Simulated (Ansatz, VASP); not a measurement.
# Cross-check of NaCl between VASP and Ansatz, part 2 of 2

One calculation is typed for both programs; each brings its own data sets and cutoff. How far apart do they land? The cell is taken from a series of VASP runs on this material, whose earlier steps may have relaxed, scaled or displaced it; both programs get it as it stands. Other levels of theory on this material are compared in a session of their own.

VASP 6.6.1 and Ansatz 0.2.0.

So far. Step 2 (VASP: band structure, LDA): The run ends at a pressure of -2.09 GPa.

## (4) Comparison

Known differences besides the potentials themselves: the two LDA forms differ slightly; the data sets hold 16 valence electrons in Ansatz (default PAW (the set named soft_2) files) and 14 in VASP; the cutoff is 420 eV in Ansatz and 350 eV in VASP; VASP's log shows a relativistic correction to its local exchange, Ansatz's none. Total energies have different zeros and are not compared.

The two programs side by side:

```csv
quantity,Ansatz,VASP,difference
pressure (GPa),-2.02,-2.09,+0.07
gap over the path points (eV),4.766,4.771,-0.005
```

Levels at points of the path, from each program's valence-band top (eV; 3 filled, then empty):

```csv
k (reciprocal lattice),Ansatz,VASP
0.000 0.000 0.000,0.00 0.00 0.00 4.77 10.77 10.77,0.00 0.00 0.00 4.77 10.87 10.87
0.167 0.000 0.167,-0.68 -0.18 -0.18 5.90 9.52 11.42,-0.68 -0.18 -0.18 5.90 9.57 11.52
0.333 0.000 0.333,-1.52 -0.50 -0.50 7.34 8.17 10.24,-1.52 -0.50 -0.50 7.35 8.20 10.27
0.500 0.000 0.500,-1.79 -0.64 -0.64 7.20 7.69 11.07,-1.79 -0.64 -0.64 7.22 7.72 11.07
0.500 0.083 0.583,-1.73 -0.74 -0.69 7.45 7.92 10.85,-1.73 -0.74 -0.69 7.48 7.95 10.85
0.500 0.194 0.694,-1.47 -1.08 -0.80 8.30 8.82 9.97,-1.47 -1.09 -0.80 8.33 8.85 9.99
0.500 0.250 0.750,-1.28 -1.28 -0.82 8.54 9.39 9.39,-1.29 -1.29 -0.82 8.57 9.43 9.43
0.458 0.292 0.750,-1.41 -1.20 -0.74 8.40 8.96 9.82,-1.41 -1.20 -0.75 8.43 8.99 9.85
0.403 0.347 0.750,-1.51 -1.21 -0.56 7.97 8.75 10.23,-1.51 -1.21 -0.56 8.00 8.78 10.25
0.375 0.375 0.750,-1.52 -1.21 -0.53 7.89 8.73 10.29,-1.52 -1.21 -0.53 7.92 8.77 10.31
```

Among the levels compared at these points, filled levels agree within 6 meV and empty ones within 97 meV.

## (5) VASP: single point, LDA

A single point gives forces, pressure and levels at one fixed geometry, so differences don't come from the geometry; what else differs is listed under the comparison.

Input file INCAR:

```
SYSTEM = NaCl
PREC = Accurate
ENCUT = 400
EDIFF = 1E-08
NELM = 100
ISMEAR = 0
SIGMA = 0.01
LREAL = .FALSE.
ALGO = Normal
GGA = CA
NBANDS = 14
LORBIT = 11
LWAVE = .TRUE.
LCHARG = .FALSE.
KPAR = 4
```

Input file POSCAR:

```
NaCl
1.0
    0.0000000000      2.8017500000      2.8017500000
    2.8017500000      0.0000000000      2.8017500000
    2.8017500000      2.8017500000      0.0000000000
Cl Na
1 1
Direct
    0.5000000000      0.5000000000      0.5000000000
    0.0000000000      0.0000000000      0.0000000000
```

Input file KPOINTS:

```
Automatic mesh
0
Gamma
6 6 6
0 0 0
```

Potentials, in the order of the species: Cl_GW and Na_sv_GW (LDA family, release 64).

Started as:

```sh
mpirun -np 4 vasp_std
```

Numbers of over 12 decimals in the logs are rounded to 6 here.

The program printed:

```text
[... set-up lines as in an earlier step ...]
 entering main loop
       N       E                     dE             d eps       ncg     rms          rms(c)
DAV:   1     0.115911208288E+03    0.11591E+03   -0.67846E+03   454   0.930E+02
DAV:   2    -0.321209789360E+01   -0.11912E+03   -0.11245E+03   496   0.287E+02
DAV:   3    -0.940087677985E+01   -0.61888E+01   -0.61166E+01   604   0.645E+01
DAV:   4    -0.960950357571E+01   -0.20863E+00   -0.20852E+00   638   0.125E+01
[...]
DAV:  11    -0.947702865913E+01    0.22669E-06   -0.10104E-06   670   0.982E-03    0.721E-04
DAV:  12    -0.947702865719E+01    0.19349E-08   -0.10666E-07   562   0.225E-03    0.328E-04
DAV:  13    -0.947702865830E+01   -0.11048E-08   -0.90071E-09   434   0.989E-04
   1 F= -.94770287E+01 E0= -.94770287E+01  d E =-.952854-119
 writing wavefunctions
```

OUTCAR, selected parts (step 5):

```text
  Total       -0.8237187     -0.8237187     -0.8237187     -0.0000000     -0.0000000     -0.0000000
  in kB      -30.0034625    -30.0034625    -30.0034625     -0.0000000     -0.0000000     -0.0000000
  external PRESSURE =     -30.0034625 kB  Pullay stress =       0.0000000 kB

 POSITION                                       TOTAL-FORCE (eV/Angst)
 -----------------------------------------------------------------------------------
      2.80175      2.80175      2.80175        -0.000000      0.000000     -0.000000
      0.00000      0.00000      0.00000         0.000000     -0.000000      0.000000
 -----------------------------------------------------------------------------------
    total drift:                                0.000000      0.000000      0.000000

  FREE ENERGIE OF THE ION-ELECTRON SYSTEM (eV)
  ---------------------------------------------------
  free  energy   TOTEN  =        -9.4770286583 eV

  energy  without entropy=       -9.4770286583  energy(sigma->0) =       -9.47702866

[... 3 further parts left out ...]
[key lines of the parts left out:]
E-fermi :  -0.8615
```

The run ends at a pressure of -3.00 GPa.

## (6) Ansatz: single point, LDA

The same cell, functional (in two slightly different forms), mesh and smearing now go to Ansatz, which takes its cutoff from its data sets.

The cell is taken from a series of VASP runs on this material, whose earlier steps may have relaxed, scaled or displaced it; both programs get it as it stands.

Input file input.yaml:

```yaml
crystal:
  lattice:
    - [0.0, 2.80175, 2.80175]
    - [2.80175, 0.0, 2.80175]
    - [2.80175, 2.80175, 0.0]
  atoms:
    - { symbol: Cl, position: [0.5, 0.5, 0.5] }
    - { symbol: Na, position: [0.0, 0.0, 0.0] }
hamiltonian:
  xc: lda
  pseudopotentials: { kind: paw }
kpoints:
  mp_grid: { grid: [6, 6, 6] }
scf:
  occupations: { method: gaussian, width: 0.01 }
  n_extra_bands: 4
output:
  forces: true
  stress: true
  eigenvalues: true
  write_density: true
  write_potential: true
  elf: true
  volumetric_format: npy
```

Started as:

```sh
ansatz run input.yaml --threads 2 --pin off --max-ram 4608MiB --backend cpu --events-out ev --progress --plain --runs-dir out
```

The program printed:

```text
[...]
Crystal: 2 atoms, lattice volume = 43.986 Å³
Basis set: ecut = 420 eV, 869 PW (Γ)
Bands: 12, of which v1, the nominal top of the filled ones, is band 8 counted from 1 (7 counted from 0)
Symmetry: 48 space group operations
[...]
k-points: 16 of 216
[...]
--- Band table (eV; the first three rows and the last of 16) ---
  k-point 0: bands = [... 4 lower, -11.6411, 1.0121, 1.0121, 1.0121, 5.7777, 11.7866, 11.7866, 11.7866]
  k-point 1: bands = [... 4 lower, -11.5526, 0.3517, 0.9372, 0.9372, 6.6283, 10.9984, 12.0729, 12.0729]
  k-point 2: bands = [... 4 lower, -11.3674, -0.6470, 0.7950, 0.7950, 7.7323, 10.8273, 11.8817, 11.8817]
  k-point 15: bands = [... 4 lower, -11.2047, -0.5392, 0.0263, 0.2371, 9.0920, 9.5631, 11.2435, 12.7784]
[key lines of the parts left out:]
SCF converged after 7 iterations
Free energy (F): -2514.310029 eV
Fermi energy:    3.394926 eV
P = ⅓ Tr σ = -2.0244 GPa (-20.244 kbar)
```

The job ended after 0.55 s (2 threads of Intel Xeon Platinum 8488C (Sapphire Rapids), shared host; peak memory 0.3 GiB; 0.65 s of CPU time).

The run ends at a pressure of -2.02 GPa.

## (7) Comparison

What differs besides the data sets and the points named for the pairs above, as far as they apply: the cutoff is 420 eV in Ansatz and 400 eV in VASP. Total energies have different zeros and are not compared.

Both answers:

```csv
quantity,Ansatz,VASP,difference
gap on the k mesh (eV),4.766,4.779,-0.014
```

Not compared: the pressure (VASP's GW data sets at this cutoff don't carry it). A gap on the mesh is an upper bound, since the band edges may lie between its points.

## (8) Summary of results

| Quantity | Value |
| --- | --- |
| difference in gap over the path points (band structure, LDA) | -0.0049 eV |
| difference in gap on the k mesh (single point, LDA) | -0.014 eV |

In words: The difference in gap on the k mesh is -0.014 eV (single point, LDA), within the 0.08 eV picked in this series as the mark of a large difference. VASP's data sets differ among the pairs, so a change from pair to pair isn't the functional's or the coupling's alone. 4 further runs of this series are not shown here. How closely two codes agree says nothing of how well the functional describes the real material.

[Lines on the potential files, build, host, timing and source positions are cut from VASP's logs without a mark.]

[Logs are printed without paths, hosts, clocks, repeated set-up lines and the standing remarks that a program may print on its own settings, such as how far it seeks lower states.]

[Hosts, paths, dates, database ids (printed as entryN), source tags and the programs' standing remarks are cut or masked in the printed files.]
